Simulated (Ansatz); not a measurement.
**Relaxation of In$_{17}$Se$_{19}$**

Level of theory: DFT PBE+D3(BJ), scalar-relativistic, plane waves, PAW (Ansatz). Run with 420 eV cutoff, 2×2×2 k-mesh, shifted by half a step, Gaussian smearing of 0.01 eV, collinear spin.

What was changed: Se on a In site (Wyckoff letter i), charge +0, atoms relaxed at the host's cell.

The starting moments weren't kept.

In a supercell of 36 atoms the defect feels its periodic images, and the cell reads as a metal on the mesh, so a level in the gap can't be told from a carrier in the bands.

Command:

```bash
ansatz run input.yaml --threads 4 --pin off --max-ram 10240MiB --backend cpu --events-out ev --progress --plain --runs-dir out
```

Input:

```yaml
crystal:
  lattice:
    - [-7.5547291031, 6.2077916238, 4.181604138]
    - [7.5547291031, 6.2077916238, -4.181604138]
    - [-2.7303854996, -6.2077916238, -8.4158940354]
  atoms:
    - { symbol: Se, position: [0.7818113653, 0.9551720131, 0.4036500451], spin: 0.2 }
    - { symbol: In, position: [0.7818113653, 0.6218386798, 0.0703167117] }
    - { symbol: In, position: [0.7818113653, 0.2885053465, 0.7369833784] }
    - { symbol: In, position: [0.4484780319, 0.9551720131, 0.7369833784] }
    - { symbol: In, position: [0.4484780319, 0.6218386798, 0.4036500451] }
    - { symbol: In, position: [0.4484780319, 0.2885053465, 0.0703167117] }
    - { symbol: In, position: [0.1151446986, 0.9551720131, 0.0703167117] }
    - { symbol: In, position: [0.1151446986, 0.6218386798, 0.7369833784] }
    - { symbol: In, position: [0.1151446986, 0.2885053465, 0.4036500451] }
    - { symbol: In, position: [0.5515219681, 0.3781613202, 0.5963499549] }
    - { symbol: In, position: [0.5515219681, 0.0448279869, 0.2630166216], spin: 0.2 }
    - { symbol: In, position: [0.5515219681, 0.7114946535, 0.9296832883] }
    - { symbol: In, position: [0.2181886347, 0.3781613202, 0.9296832883] }
    - { symbol: In, position: [0.2181886347, 0.0448279869, 0.5963499549] }
    - { symbol: In, position: [0.2181886347, 0.7114946535, 0.2630166216] }
    - { symbol: In, position: [0.8848553014, 0.3781613202, 0.2630166216] }
    - { symbol: In, position: [0.8848553014, 0.0448279869, 0.9296832883] }
    - { symbol: In, position: [0.8848553014, 0.7114946535, 0.5963499549] }
    - { symbol: Se, position: [0.0137260601, 0.6731323367, 0.3535250634] }
    - { symbol: Se, position: [0.0137260601, 0.3397990034, 0.0201917301] }
    - { symbol: Se, position: [0.0137260601, 0.00646567, 0.6868583968], spin: 0.2 }
    - { symbol: Se, position: [0.6803927267, 0.6731323367, 0.6868583968] }
    - { symbol: Se, position: [0.6803927267, 0.3397990034, 0.3535250634] }
    - { symbol: Se, position: [0.6803927267, 0.00646567, 0.0201917301] }
    - { symbol: Se, position: [0.3470593934, 0.6731323367, 0.0201917301] }
    - { symbol: Se, position: [0.3470593934, 0.3397990034, 0.6868583968] }
    - { symbol: Se, position: [0.3470593934, 0.00646567, 0.3535250634] }
    - { symbol: Se, position: [0.3196072733, 0.6602009966, 0.6464749366] }
    - { symbol: Se, position: [0.3196072733, 0.3268676633, 0.3131416032] }
    - { symbol: Se, position: [0.3196072733, 0.99353433, 0.9798082699] }
    - { symbol: Se, position: [0.9862739399, 0.6602009966, 0.9798082699] }
    - { symbol: Se, position: [0.9862739399, 0.3268676633, 0.6464749366] }
    - { symbol: Se, position: [0.9862739399, 0.99353433, 0.3131416032], spin: 0.2 }
    - { symbol: Se, position: [0.6529406066, 0.6602009966, 0.3131416032], spin: 0.2 }
    - { symbol: Se, position: [0.6529406066, 0.3268676633, 0.9798082699] }
    - { symbol: Se, position: [0.6529406066, 0.99353433, 0.6464749366] }
  host:
    lattice:
      - [5.9466145686, -2.0692638746, 0.0175619198]
      - [5.9466145686, 2.0692638746, 0.0175619198]
      - [-1.6081145345, 0.0, 4.1991660578]
    atoms:
      - { symbol: In, position: [0.8848553014, 0.8848553014, 0.019339262] }
      - { symbol: In, position: [0.1151446986, 0.1151446986, 0.980660738] }
      - { symbol: Se, position: [0.6529406066, 0.6529406066, 0.6335435965] }
      - { symbol: Se, position: [0.3470593934, 0.3470593934, 0.3664564035] }
basis:
  ecutwfc: 420
  xc_grid: 2
kpoints:
  mp_grid: { grid: [2, 2, 2], shift: [0.5, 0.5, 0.5] }
hamiltonian:
  xc: pbe
  dispersion: d3bj
scf:
  occupations: { method: gaussian, width: 0.01 }
output:
  forces: true
  stress: false
  eigenvalues: true
  populations: true
  charged_corrections:
    defect_position: [0.78181137, 0.95517201, 0.40365005]
    epsilon:
      - [28.4656, 0.0, -1.7933]
      - [0.0, 23.955, 0.0]
      - [-1.7933, 0.0, 16.1641]
magnetization:
  spin_polarized: true
relax:
  adjacent_minimum: "off"
  f_tol: 0.025
  max_steps: 45
```

F is the free energy.

Steps:

```tsv
step	F − F(1) (eV)	largest force component (eV/Å)
1	0.0000	0.496
2	-0.1121	0.336
3	-0.1886	0.227
4	-0.2468	0.180
5	-0.2823	0.070
6	-0.3006	0.067
7	-0.3016	0.133
8	-0.3095	0.112
9	-0.3138	0.043
10	-0.3160	0.044
11	-0.3174	0.011
```

Relaxed structure:

```yaml
crystal:
  lattice:
    - [-7.55473, 6.20779, 4.18160]
    - [7.55473, 6.20779, -4.18160]
    - [-2.73039, -6.20779, -8.41589]
  atoms:
    - { symbol: Se, position: [0.74869, 0.90707, 0.32242] }
    - { symbol: In, position: [0.77973, 0.62155, 0.06794] }
    - { symbol: In, position: [0.78050, 0.28390, 0.73106] }
    - { symbol: In, position: [0.44960, 0.95308, 0.72818] }
    - { symbol: In, position: [0.44700, 0.62561, 0.41401] }
    - { symbol: In, position: [0.45232, 0.29540, 0.07573] }
    - { symbol: In, position: [0.11367, 0.95674, 0.07573] }
    - { symbol: In, position: [0.10844, 0.61192, 0.72818] }
    - { symbol: In, position: [0.12173, 0.30034, 0.41401] }
    - { symbol: In, position: [0.55429, 0.38045, 0.60141] }
    - { symbol: In, position: [0.54643, 0.03593, 0.24903] }
    - { symbol: In, position: [0.56103, 0.72904, 0.95674] }
    - { symbol: In, position: [0.21554, 0.37694, 0.92859] }
    - { symbol: In, position: [0.22299, 0.05091, 0.60586] }
    - { symbol: In, position: [0.21633, 0.71229, 0.26486] }
    - { symbol: In, position: [0.88590, 0.38186, 0.26486] }
    - { symbol: In, position: [0.88498, 0.04638, 0.92859] }
    - { symbol: In, position: [0.88828, 0.71620, 0.60586] }
    - { symbol: Se, position: [0.01167, 0.67661, 0.35494] }
    - { symbol: Se, position: [0.01145, 0.34059, 0.01870] }
    - { symbol: Se, position: [0.03055, 0.00780, 0.70502] }
    - { symbol: Se, position: [0.68258, 0.67551, 0.69434] }
    - { symbol: Se, position: [0.68084, 0.33640, 0.35505] }
    - { symbol: Se, position: [0.68106, 0.01678, 0.01845] }
    - { symbol: Se, position: [0.33501, 0.67072, 0.01845] }
    - { symbol: Se, position: [0.35217, 0.34510, 0.69434] }
    - { symbol: Se, position: [0.35198, 0.00754, 0.35505] }
    - { symbol: Se, position: [0.32793, 0.66242, 0.65701] }
    - { symbol: Se, position: [0.32178, 0.33004, 0.31848] }
    - { symbol: Se, position: [0.30430, 0.99567, 0.96664] }
    - { symbol: Se, position: [0.98575, 0.66129, 0.98153] }
    - { symbol: Se, position: [0.98433, 0.31838, 0.64144] }
    - { symbol: Se, position: [0.00338, 0.00276, 0.31726] }
    - { symbol: Se, position: [0.64783, 0.64721, 0.31726] }
    - { symbol: Se, position: [0.65357, 0.32912, 0.98153] }
    - { symbol: Se, position: [0.65639, 0.99043, 0.64144] }
```

The run converged. Time: 9.2 min on 4 threads of AMD EPYC 9R45 96-Core Processor (Zen 5) (shared host), peak memory 5.8 GiB.